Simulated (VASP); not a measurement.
# MnS (F-43m) in VASP: settings compared

One crystal, MnS, is run at these levels: PBE+TS-HI+U, LDA; tasks: density of states, equation of state.

Program: VASP 6.6.1. These are calculated values, not measurements. Logs are shortened: lines on timing, memory, paths and dates and some standing lists are left out, and cuts for length are marked.

## Step 1: The crystal as given

It takes space group F-43m (No. 216, cubic). Conventional cell: a = 4.947 Å, b = 4.947 Å, c = 4.947 Å, α = 90.00°, β = 90.00°, γ = 90.00°. Mn (site symmetry -43m) has 4 S at 2.14 Å as nearest neighbours. S (site symmetry -43m) has 4 Mn at 2.14 Å as nearest neighbours.

The cell is a database's computed one.

## Step 2: Density of states, PBE+TS-HI+U, collinear spin, ferromagnetic start

The input, run.py:

```python
from ase.calculators.vasp import Vasp
from ase.dft.dos import DOS
from ase.io import read

atoms = read('POSCAR')
atoms.set_initial_magnetic_moments([4.0, 0.0])
calc = Vasp(
    directory='calc',
    xc='pbe',
    pp='PBE',
    setups='minimal',
    prec='Accurate',
    encut=500,
    ediff=1e-06,
    ismear=0,
    sigma=0.05,
    lreal=False,
    lasph=True,
    nelm=120,
    algo='Fast',
    isif=2,
    lwave=False,
    lcharg=False,
    ispin=2,
    lorbit=11,
    lmaxmix=4,
    ldautype=2,
    ldauprint=1,
    ivdw=21,
    ldau_luj={'Mn': {'L': 2, 'U': 4, 'J': 0}},
    kpts=[9, 9, 9],
    gamma=True,
    nbands=18,
)
atoms.calc = calc

print('energy (eV):', atoms.get_potential_energy())
print('free energy (eV):', atoms.get_potential_energy(force_consistent=True))
print('forces (eV/A):')
print(atoms.get_forces())
print('stress (eV/A^3, Voigt):', atoms.get_stress())
print('Fermi level (eV):', calc.get_fermi_level())
print('moment (muB):', atoms.get_magnetic_moment())
print('site moments (muB):', atoms.get_magnetic_moments())
dos = DOS(calc, width=0.05, window=(-10, 10), npts=201)
print('E - E_F (eV), DOS (1/eV)')
for e, g in zip(dos.get_energies(), dos.get_dos()):
    print(f'{e:8.3f} {g:10.4f}')
```

The input, POSCAR:

```
MnS
1.0
    0.0000000000      2.4734634191      2.4734634191
    2.4734634191      0.0000000000      2.4734634191
    2.4734634191      2.4734634191      0.0000000000
Mn S
1 1
Direct
    0.0000000000      0.0000000000      0.0000000000
    0.7500000000      0.7500000000      0.7500000000
```

Potentials or basis: VASP PAW PBE potentials, release 64 (Mn, S).

Run with:

```console
python run.py
```

What it wrote:

```text
energy (eV): -11.56101431
free energy (eV): -11.56180766
forces (eV/A):
[[-0.  0. -0.]
 [ 0. -0.  0.]]
stress (eV/A^3, Voigt): [-0.28494711 -0.28494711 -0.28494711 -0.         -0.          0.        ]
Fermi level (eV): 6.98366208
moment (muB): 4.331556
site moments (muB): [ 4.098 -0.015]
E - E_F (eV), DOS (1/eV)
 -10.000     0.0000
  -9.900     0.0000
  -9.800     0.0000
  -9.700     0.0000
  -9.600     0.0000
  -9.500     0.0000
  -9.400     0.0000
  -9.300     0.0000
  -9.200     0.0000
  -9.100     0.0000
  -9.000     0.0000
  -8.900     0.0000
  -8.800     0.0000
  -8.700     0.0000
  -8.600     0.0000
  -8.500     0.0000
  -8.400     0.0000
  -8.300     0.0000
  -8.200     0.0000
  -8.100     0.0484
  -8.000     0.1779
  -7.900     0.6381
  -7.800     0.1538
  -7.700     0.9522
  -7.600     1.2135
  -7.500     1.5246
  -7.400     2.4484
  -7.300     2.2601
  -7.200     0.5418
  -7.100     0.1134
  -7.000     0.3050
  -6.900     0.8148
  -6.800     3.5108
  -6.700     3.1740
  -6.600     2.3612
  -6.500     3.9416
  -6.400     2.9563
  -6.300     1.5975
  -6.200     2.2828
  -6.100     2.4253
  -6.000     2.3504
  -5.900     0.9027
  -5.800     1.3096
  -5.700     0.7197
  -5.600     0.2769
  -5.500     0.0044
  -5.400     0.2473
  -5.300     1.0731
  -5.200     0.6995
  -5.100     2.0310
  -5.000     4.0066
  -4.900     4.2717
  -4.800     3.0566
  -4.700     5.4131
  -4.600     4.3633
  -4.500     1.6436
  -4.400     0.5067
  -4.300     1.9022
  -4.200     2.2097
  -4.100     4.5089
  -4.000     5.1636
  -3.900     2.2146
  -3.800     0.6797
  -3.700     1.1075
  -3.600     0.7647
  -3.500     0.0741
  -3.400     0.5849
  -3.300     0.6961
  -3.200     0.1435
  -3.100     0.9887
  -3.000     0.2243
  -2.900     0.2537
  -2.800     1.3138
  -2.700     0.6724
  -2.600     0.7331
  -2.500     0.8811
  -2.400     0.2911
  -2.300     0.2782
  -2.200     0.5902
  -2.100     1.3048
  -2.000     0.6445
  -1.900     1.0067
  -1.800     0.4798
  -1.700     0.8160
  -1.600     1.2615
  -1.500     0.8377
  -1.400     0.3426
  -1.300     0.8688
  -1.200     0.3174
  -1.100     0.3749
  -1.000     0.7445
  -0.900     1.4332
  -0.800     0.3693
  -0.700     0.6622
  -0.600     1.1788
  -0.500     1.2462
  -0.400     1.2802
  -0.300     1.2649
  -0.200     0.1273
  -0.100     0.9302
   0.000     1.2698
   0.100     0.6163
   0.200     0.6459
   0.300     0.8501
   0.400     0.7017
   0.500     0.0899
   0.600     0.7895
   0.700     0.9295
   0.800     0.9898
   0.900     0.3035
   1.000     0.0137
   1.100     1.1996
   1.200     1.8942
   1.300     1.8486
   1.400     1.2730
   1.500     1.0591
   1.600     1.3100
   1.700     1.8716
   1.800     1.1124
   1.900     1.0242
   2.000     0.9784
   2.100     2.4340
   2.200     1.0039
   2.300     2.7321
   2.400     1.1058
   2.500     0.3676
   2.600     0.9514
   2.700     0.6832
   2.800     0.5500
   2.900     1.0688
   3.000     1.0958
   3.100     1.5180
   3.200     2.4059
   3.300     1.7900
   3.400     0.5705
   3.500     1.1741
   3.600     0.7974
   3.700     1.9043
   3.800     2.5969
   3.900     0.8796
   4.000     0.1811
   4.100     1.2343
   4.200     1.2271
   4.300     0.5601
   4.400     0.7645
   4.500     0.7049
   4.600     0.8081
   4.700     1.3223
   4.800     0.9754
   4.900     0.8846
   5.000     1.2105
   5.100     0.6959
   5.200     1.2753
   5.300     0.8580
   5.400     0.2441
   5.500     1.1996
   5.600     0.9958
   5.700     0.7464
   5.800     0.1053
   5.900     0.6971
   6.000     0.5523
   6.100     1.3955
   6.200     0.5873
   6.300     0.0958
   6.400     1.1170
   6.500     1.2528
   6.600     0.7520
   6.700     1.7073
   6.800     2.0457
   6.900     2.5559
   7.000     0.2709
   7.100     1.6577
   7.200     2.0378
   7.300     0.9617
   7.400     0.9282
   7.500     2.1324
   7.600     1.2938
   7.700     0.9319
   7.800     0.6681
   7.900     1.0579
   8.000     2.0966
   8.100     2.0654
   8.200     0.6859
   8.300     0.9860
   8.400     2.1754
   8.500     1.7344
   8.600     1.8283
   8.700     2.7275
   8.800     1.6828
   8.900     1.3599
   9.000     1.2008
   9.100     1.8556
   9.200     0.4742
   9.300     0.4609
   9.400     0.5714
   9.500     3.2192
   9.600     1.7260
   9.700     1.3568
   9.800     0.7915
   9.900     1.6444
  10.000     0.6883
```

It took 71 s on 1 thread of Intel Xeon Platinum 8559C (Emerald Rapids), shared host; peak memory 0.18 GiB.

Results:

* Free energy: -11.5618 eV
* Pressure: 45.7 GPa
* Band gap on the k mesh: none (metal or under the smearing width)
* Net moment: 4.33 μB per cell
* Site moments: Mn +4.10; S -0.01 μB
* Valence electrons inside the program's atomic spheres: Mn 5.99; S 3.94
* Hirshfeld charges: Mn +0.28; S -0.28 e
* Dispersion energy per atom: -0.401 eV

Levels at points of the mesh, in eV from the Fermi level:
Spin up:
| k point | band 7 | band 8 | band 9 | band 10 | band 11 | band 12 |
| --- | --- | --- | --- | --- | --- | --- |
| (0.00, 0.00, 0.00) | 1.36 | 1.36 | 1.36 | 3.04 | 6.78 | 6.78 |
Spin down:
```
           k point  band 1  band 2  band 3  band 4  band 5  band 6  band 7  band 8
(0.00, 0.00, 0.00)  -15.55   -4.17   -4.17   -4.17    1.87    1.87    3.48    5.19
```

States per cell in windows of 1 eV (zero at the Fermi level; states under -8 eV left out):
```csv
from (eV),up,down,Mn1_d_up,Mn1_d_down,S2_p_up,S2_p_down,Mn1_p_up,Mn1_p_down
-8.0,0.99,0.00,0.32,0.00,0.26,0.00,0.03,0.00
-7.0,1.78,0.72,0.94,0.04,0.43,0.27,0.04,0.03
-6.0,0.41,0.42,0.27,0.04,0.06,0.17,0.01,0.02
-5.0,1.82,1.09,1.57,0.16,0.03,0.50,0.01,0.06
-4.0,0.72,0.76,0.49,0.14,0.06,0.37,0.02,0.04
-3.0,0.61,0.00,0.32,0.00,0.10,0.00,0.04,0.00
-2.0,0.68,0.00,0.31,0.00,0.15,0.00,0.05,0.00
-1.0,0.64,0.32,0.25,0.16,0.19,0.01,0.05,0.01
0.0,0.30,0.40,0.12,0.23,0.10,0.01,0.02,0.01
1.0,0.04,1.15,0.02,0.80,0.02,0.02,0.00,0.01
2.0,0.00,1.27,0.00,0.96,0.00,0.02,0.00,0.02
3.0,0.07,1.36,0.01,1.00,0.00,0.07,0.00,0.05
4.0,0.35,0.46,0.05,0.30,0.02,0.04,0.03,0.02
5.0,0.68,0.23,0.08,0.09,0.04,0.03,0.04,0.01
6.0,0.63,0.55,0.07,0.15,0.05,0.02,0.05,0.02
7.0,0.74,0.41,0.06,0.11,0.06,0.03,0.10,0.02
```

Eigenvalues of the final occupation matrices:
```
    site  spin  trace               eigenvalues
site 1 d     1   4.56  0.90 0.90 0.90 0.92 0.92
site 1 d     2   0.60  0.04 0.04 0.17 0.17 0.17
```

Caveat: a pressure of tens of GPa on the cell as given is suspect, and the run, the potentials or the cell itself is likely at fault; a cell with one magnetic atom can't hold antiferromagnetic order, which such compounds often take; pairwise dispersion overbinds metals, which lowers pressure and volume. The state reached can hang on the start; a lower one may exist.

## Step 3: Equation of state, LDA, collinear spin, ferromagnetic start, 13.87 Å³/atom (a relaxed cell with its volume scaled by 0.96)

The input, INCAR:

```
SYSTEM = MnS
PREC = Accurate ; ENCUT = 520
EDIFF = 1E-7 ; ISMEAR = -1
SIGMA = 0.05 ; LREAL = .False.
LASPH = .True. ; NELM = 100
ALGO = Normal ; ISIF = 2
LWAVE = .False. ; LCHARG = .False.
ISPIN = 2 ; MAGMOM = 4 0
LORBIT = 11 ; LMAXMIX = 4
GGA = CA
```

The input, KPOINTS:

```
regular mesh
0
Gamma
  8 8 8
  0 0 0
```

The input, POSCAR:

```
MnS                                     
1.0
    0.0000000000      2.4025852465      2.4025852465
    2.4025852465     -0.0000000000      2.4025852465
    2.4025852465      2.4025852465      0.0000000000
  Mn              S             
     1     1
Direct
     0.0000000000000000    0.0000000000000000    0.0000000000000000
     0.7500000000000000    0.7500000000000000    0.7500000000000000
```

Potentials or basis: VASP PAW LDA potentials, release 64 (Mn_pv, S).

Run with:

```console
cat potpaw_LDA.64/Mn_pv/POTCAR potpaw_LDA.64/S/POTCAR > POTCAR
mpirun -np 1 vasp_std > vasp.out
```

It took 46 s on 1 thread of Intel Xeon Platinum 8259CL at 2.50GHz (Skylake/Cascade Lake), shared host; peak memory 0.16 GiB.

Results (log left out):

- Free energy: -15.5807 eV
- Pressure: 7.2 GPa
- Band gap on the k mesh: none (metal or under the smearing width)
- Net moment: -0.01 μB per cell
- Valence electrons inside the program's atomic spheres: Mn 12.25; S 3.78

Caveat: the starting moments collapsed, and a magnetic state may lie lower; semilocal functionals often make such compounds metallic where correlation or magnetic order opens a gap, which also shifts bond lengths.

## Step 4: Equation of state, LDA, collinear spin, ferromagnetic start, 14.16 Å³/atom (a relaxed cell with its volume scaled by 0.98)

INCAR is that of step 3.

KPOINTS is that of step 3.

The input, POSCAR:

```
MnS                                     
1.0
    0.0000000000      2.4191553235      2.4191553235
    2.4191553235     -0.0000000000      2.4191553235
    2.4191553235      2.4191553235      0.0000000000
  Mn              S             
     1     1
Direct
     0.0000000000000000    0.0000000000000000    0.0000000000000000
     0.7500000000000000    0.7500000000000000    0.7500000000000000
```

Run with:

```console
cat potpaw_LDA.64/Mn_pv/POTCAR potpaw_LDA.64/S/POTCAR > POTCAR
mpirun -np 1 vasp_std > vasp.out
```

It took 38 s on 1 thread of Intel Xeon Platinum 8259CL at 2.50GHz (Skylake/Cascade Lake), shared host; peak memory 0.16 GiB.

Results (log left out):

| Quantity | Value |
| --- | --- |
| Free energy | -15.5999 eV |
| Pressure | 3.4 GPa |
| Band gap on the k mesh | none (metal or under the smearing width) |
| Net moment | 0.03 μB per cell |
| Site moments | Mn +0.03; S -0.00 μB |
| Valence electrons inside the program's atomic spheres | Mn 12.20; S 3.76 |

Caveat: the starting moments collapsed, and a magnetic state may lie lower; semilocal functionals often make such compounds metallic where correlation or magnetic order opens a gap, which also shifts bond lengths.

## Step 5: Equation of state, LDA, collinear spin, ferromagnetic start, 14.45 Å³/atom

INCAR is that of step 4.

KPOINTS is that of step 4.

The input, POSCAR:

```
MnS                                     
1.0
    0.0000000000      2.4355014635      2.4355014635
    2.4355014635     -0.0000000000      2.4355014635
    2.4355014635      2.4355014635      0.0000000000
  Mn              S             
     1     1
Direct
     0.0000000000000000    0.0000000000000000    0.0000000000000000
     0.7500000000000000    0.7500000000000000    0.7500000000000000
```

Run with:

```console
cat potpaw_LDA.64/Mn_pv/POTCAR potpaw_LDA.64/S/POTCAR > POTCAR
mpirun -np 1 vasp_std > vasp.out
```

It took 47 s on 1 thread of Intel Xeon Platinum 8259CL at 2.50GHz (Skylake/Cascade Lake), shared host; peak memory 0.16 GiB.

The run converged. Its results:

| Property | Result |
| --- | --- |
| Free energy | -15.6060 eV |
| Pressure | -0.1 GPa |
| Band gap on the k mesh | none (metal or under the smearing width) |
| Net moment | 0.14 μB per cell |
| Site moments | Mn +0.13; S -0.00 μB |
| Valence electrons inside the program's atomic spheres | Mn 12.15; S 3.75 |

Caveat: the moment fell far below its start of 4 μB, so a state of higher moment may lie lower in energy; semilocal functionals often make such compounds metallic where correlation or magnetic order opens a gap, which also shifts bond lengths.

## Step 6: Equation of state, LDA, collinear spin, ferromagnetic start, 14.74 Å³/atom (a relaxed cell with its volume scaled by 1.02)

INCAR is that of step 5.

KPOINTS is that of step 5.

The input, POSCAR:

```
MnS                                     
1.0
    0.0000000000      2.4516310823      2.4516310823
    2.4516310823     -0.0000000000      2.4516310823
    2.4516310823      2.4516310823      0.0000000000
  Mn              S             
     1     1
Direct
     0.0000000000000000    0.0000000000000000    0.0000000000000000
     0.7500000000000000    0.7500000000000000    0.7500000000000000
```

Potentials or basis: VASP PAW LDA potentials, release 64 (Mn_pv, S).

Run with:

```console
cat potpaw_LDA.64/Mn_pv/POTCAR potpaw_LDA.64/S/POTCAR > POTCAR
mpirun -np 1 vasp_std > vasp.out
```

Wall time 42 s (1 thread of Intel Xeon Platinum 8259CL at 2.50GHz (Skylake/Cascade Lake), shared host); peak memory 0.16 GiB.

Results (log left out):

```yaml
Free_energy: -15.6005 eV
Pressure: -3.1 GPa
Band_gap_on_the_k_mesh: none (metal or under the smearing width)
Net_moment: 0.17 μB per cell
Site_moments: Mn +0.17; S -0.00 μB
Valence_electrons_inside_the_program's_atomic_spheres: Mn 12.11; S 3.74
```

Caveat: the moment fell far below its start of 4 μB, so a state of higher moment may lie lower in energy; semilocal functionals often make such compounds metallic where correlation or magnetic order opens a gap, which also shifts bond lengths.

## Step 7: Equation of state, LDA, collinear spin, ferromagnetic start, 15.02 Å³/atom (a relaxed cell with its volume scaled by 1.04)

INCAR is that of step 6.

KPOINTS is that of step 6.

The input, POSCAR:

```
MnS                                     
1.0
    0.0000000000      2.4675512107      2.4675512107
    2.4675512107     -0.0000000000      2.4675512107
    2.4675512107      2.4675512107      0.0000000000
  Mn              S             
     1     1
Direct
     0.0000000000000000    0.0000000000000000    0.0000000000000000
     0.7500000000000000    0.7500000000000000    0.7500000000000000
```

Run with:

```console
cat potpaw_LDA.64/Mn_pv/POTCAR potpaw_LDA.64/S/POTCAR > POTCAR
mpirun -np 1 vasp_std > vasp.out
```

Run time: 52 s. Hardware: 1 thread of Intel Xeon Platinum 8259CL at 2.50GHz (Skylake/Cascade Lake), shared host; peak memory 0.16 GiB.

It converged, with:

* Free energy: -15.5844 eV
* Pressure: -5.9 GPa
* Band gap on the k mesh: none (metal or under the smearing width)
* Net moment: 0.20 μB per cell
* Site moments: Mn +0.19; S -0.00 μB
* Valence electrons inside the program's atomic spheres: Mn 12.07; S 3.73

Caveat: the moment fell far below its start of 4 μB, so a state of higher moment may lie lower in energy; semilocal functionals often make such compounds metallic where correlation or magnetic order opens a gap, which also shifts bond lengths.

## Step 8: Equation of state, LDA, collinear spin, ferromagnetic start

This run uses another cell than the first one, of 14.45 Å³/atom, 0.955 times its volume.

This step only gathers the single runs of the series.

Results:

* Equilibrium volume: 14.45 Å³/atom
* Bulk modulus: 162 GPa
* Pressure derivative of the bulk modulus: 4.5 (rough: it moves with the points fitted)

Energy against volume, from the lowest point:
| volume (Å³/atom) | energy (meV/atom) |
| --- | --- |
| 13.869 | 12.68 |
| 14.158 | 3.07 |
| 14.447 | 0.00 |
| 14.736 | 2.79 |
| 15.024 | 10.83 |

## Step 9: The reference run

An earlier run on the cell as given: functional PBE; potentials or basis VASP PAW PBE potentials, release 64 (Mn_pv, S); cutoff 520 eV; k mesh 9 × 9 × 9; occupations fermi-dirac, width 0.05 eV; collinear spin, ferromagnetic start; starting moments [4.0, 0.0] μB.

- Pressure: 3.1 GPa
- Band gap on the k mesh: none (metal or under the smearing width)
- Net moment: -0.22 μB per cell
- Site moments: Mn -0.21; S +0.01 μB
- Valence electrons inside the program's atomic spheres: Mn 12.03; S 3.75

## Step 10: Overview

| task | level | potentials or basis | U | cell | k mesh | cutoff (eV) | smearing | ladder | gap on the mesh (eV) | pressure (GPa) | moment (μB) |
| --- | --- | --- | --- | --- | --- | --- | --- | --- | --- | --- | --- |
| density of states | PBE+TS-HI+U | VASP PAW PBE potentials, release 64 (Mn, S) | Mn d U = 4 eV | F-43m, 15.13 Å³/atom | 9 × 9 × 9 | 500 | gaussian 0.05 eV | - | none | 45.7 | 4.33 |
| equation of state | LDA | VASP PAW LDA potentials, release 64 (Mn_pv, S) | - | F-43m, 14.45 Å³/atom | 8 × 8 × 8 | 520 | fermi-dirac 0.05 eV | gaps | - | - | - |
| single point | PBE | VASP PAW PBE potentials, release 64 (Mn_pv, S) | - | F-43m, 15.13 Å³/atom | 9 × 9 × 9 | 520 | fermi-dirac 0.05 eV | - | none | 3.1 | 0.22 |

Alike in all rows: spin collinear, ferromagnetic start.

Caveats: a pressure of tens of GPa on the cell as given is suspect, and the run, the potentials or the cell itself is likely at fault (some runs); a cell with one magnetic atom can't hold antiferromagnetic order, which such compounds often take (some runs); pairwise dispersion overbinds metals, which lowers pressure and volume (some runs); the moment fell far below its start of 4 μB, so a state of higher moment may lie lower in energy (some runs); semilocal functionals often make such compounds metallic where correlation or magnetic order opens a gap, which also shifts bond lengths (some runs).

Absolute energies hang on the potentials; compare differences alone.
